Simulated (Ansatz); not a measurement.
CdTe (P4_2/mnm) at 2 levels of theory

One geometry, relaxed with PBE; plane waves with PAW potentials in Ansatz, scalar-relativistic. No spin polarisation. Gaps are the least over mesh and band path; pressure is positive in compression.

```
Cd Te
1.0
     8.07474    0.00000    0.00000
     0.00000    8.07474    0.00000
     0.00000    0.00000    4.69323
Cd Te
4 4
Direct
  0.67574 0.67574 0.00000
  0.17574 0.82426 0.50000
  0.82426 0.17574 0.50000
  0.32426 0.32426 0.00000
  0.81662 0.81662 0.50000
  0.18338 0.18338 0.50000
  0.68338 0.31662 0.00000
  0.31662 0.68338 0.00000
```

```tsv
level	cutoff (eV)	k mesh	gap (eV)	pressure (GPa)
PBE	420	4×4×6	0.71	0.0
```

What comes out on the same cell with PBEsol?

| level | cutoff (eV) | k mesh | gap (eV) | pressure (GPa) |
| --- | --- | --- | --- | --- |
| PBEsol | 420 | 4×4×6 | 0.61 | -2.0 |

Spin-orbit coupling matters for the bands of heavy elements and is left out.

The cell was found from a structure generator's guess, not taken from experiment.
